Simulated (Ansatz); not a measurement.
Density of states of TaN (Fm-3m, a = 4.376 Å, b = 4.376 Å, c = 4.376 Å, α = 90.00°, β = 90.00°, γ = 90.00°), in states per eV and primitive cell, averaged over bins of 0.3 eV. Computed with DFT PBEsol, scalar-relativistic, plane waves, PAW in Ansatz 0.2.0.

Settings: cutoff 420 eV, Γ-centred mesh 16×16×16 on the computed 2-atom cell, Gaussian smearing of 0.10 eV; no spin polarisation.

The cell is relaxed at this level. The states (both spins) are summed by tetrahedra on a 24×24×24 mesh at the self-consistent density. Energies are bin centres; the table starts no lower than −8 eV and ends at 6 eV, or lower where the solved bands end.

It is a metal at this level.

```
E − E_F (eV) total Ta 5d N 2p N 2s Ta 6s
       -7.90   0.59   0.15  0.36  0.01   0.05
       -7.60   1.06   0.36  0.64  0.01   0.03
       -7.30   2.20   0.77  1.34  0.02   0.02
       -7.00   3.37   1.07  2.13  0.03   0.01
       -6.70   2.79   0.93  1.74  0.02   0.01
       -6.40   1.56   0.58  0.93  0.01   0.00
       -6.10   1.16   0.42  0.69  0.01   0.00
       -5.80   0.91   0.32  0.56  0.01   0.00
       -5.50   0.68   0.21  0.45  0.00   0.00
       -5.20   0.54   0.13  0.39  0.00   0.00
       -4.90   0.33   0.06  0.26  0.00   0.00
       -4.60   0.17   0.04  0.13  0.00   0.00
       -4.30   0.17   0.06  0.11  0.00   0.00
       -4.00   0.17   0.08  0.09  0.00   0.00
       -3.70   0.20   0.12  0.08  0.00   0.00
       -3.40   0.25   0.15  0.08  0.00   0.00
       -3.10   0.29   0.19  0.09  0.00   0.00
       -2.80   0.34   0.24  0.09  0.00   0.00
       -2.50   0.40   0.28  0.10  0.00   0.00
       -2.20   0.47   0.35  0.10  0.00   0.00
       -1.90   0.53   0.40  0.11  0.01   0.00
       -1.60   0.56   0.43  0.11  0.01   0.01
       -1.30   0.61   0.46  0.12  0.01   0.01
       -1.00   0.65   0.49  0.12  0.01   0.01
       -0.70   0.69   0.52  0.13  0.01   0.01
       -0.40   0.76   0.58  0.14  0.01   0.01
       -0.10   0.75   0.58  0.12  0.01   0.01
        0.20   0.81   0.64  0.12  0.01   0.01
        0.50   0.92   0.74  0.13  0.01   0.02
        0.80   0.97   0.79  0.13  0.01   0.02
        1.10   1.13   0.92  0.15  0.02   0.02
        1.40   1.31   1.07  0.17  0.02   0.02
        1.70   1.60   1.30  0.20  0.04   0.03
        2.00   2.25   1.82  0.30  0.05   0.05
        2.30   1.79   1.45  0.22  0.05   0.04
        2.60   1.58   1.28  0.18  0.06   0.05
        2.90   1.47   1.17  0.16  0.07   0.05
        3.20   1.64   1.30  0.17  0.08   0.07
        3.50   1.65   1.31  0.14  0.10   0.08
        3.80   0.83   0.48  0.12  0.12   0.09
        4.10   0.94   0.49  0.13  0.15   0.10
        4.40   1.07   0.53  0.15  0.18   0.11
        4.70   1.25   0.54  0.19  0.20   0.15
        5.00   1.51   0.71  0.22  0.24   0.16
        5.30   1.09   0.51  0.20  0.13   0.11
        5.60   0.70   0.33  0.16  0.05   0.09
```

The columns after the total are the main Löwdin projections on the occupied valence shells of the potentials; 1 other is left out. The rest of the total lies in those, in shells that are empty in the free atom, which aren't projected, and between the atoms.

Spin-orbit coupling is left out, which matters for the bands of heavy elements.

This rock-salt form isn't the usual stable structure of the compound.